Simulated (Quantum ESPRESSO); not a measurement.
TaN:

```
Ta N
1.0
     5.18500    0.00000    0.00000
    -2.59250    4.49034    0.00000
     0.00000    0.00000    2.90800
Ta N
3 3
Direct
  0.00000 0.00000 0.00000
  0.33333 0.66667 0.50000
  0.66667 0.33333 0.50000
  0.50000 0.00000 0.00000
  0.50000 0.50000 0.00000
  0.00000 0.50000 0.00000
```

| Quantity | Value |
| --- | --- |
| Program | Quantum ESPRESSO 7.5 |
| Task | single point |
| Functional | PBE |
| Potentials or basis | SSSP 1.3 efficiency PBE |
| Cutoff | 816 eV |
| Density cutoff | 6531 eV |
| k mesh | 6 × 6 × 9 |
| Occupations | fermi-dirac, width 0.05 eV |
| Spin | no spin polarisation |

On this cell: pressure 10.1 GPa; largest force under 0.003 eV/Å; band gap on the k mesh none (metal or under the smearing width).

The same run follows on a disturbed copy (atoms moved at random, drawn with an rms of 0.05 Å):

```
CELL_PARAMETERS angstrom
5.18500 0.00000 0.00000
-2.59250 4.49034 0.00000
0.00000 0.00000 2.90800
ATOMIC_POSITIONS crystal
Ta 0.00180 0.00167 0.00566
Ta 0.33269 0.66163 0.50467
Ta 0.66432 0.34084 0.50886
N 0.49579 0.98882 0.01051
N 0.50888 0.49763 0.00615
N 0.99958 0.49119 0.00739
```

Problem. What changes?

Solution. The energy (extrapolated to zero smearing) moves by +20.6 meV/atom; pressure 11.0 GPa; largest force 2.482 eV/Å; band gap on the k mesh none (metal or under the smearing width).

Forces in eV/Å, atoms in the order of the input:
```
Ta  -0.159  0.035  0.051
Ta  -0.111  0.121  0.234
Ta   1.609 -1.887 -0.097
N   -0.178  1.270 -0.221
N   -1.415  0.935  0.074
N    0.254 -0.474 -0.042
```

Stress tensor (GPa, compression positive):
```
11.63 -1.46 -0.10
-1.46  8.20 -0.07
-0.10 -0.07 13.19
```
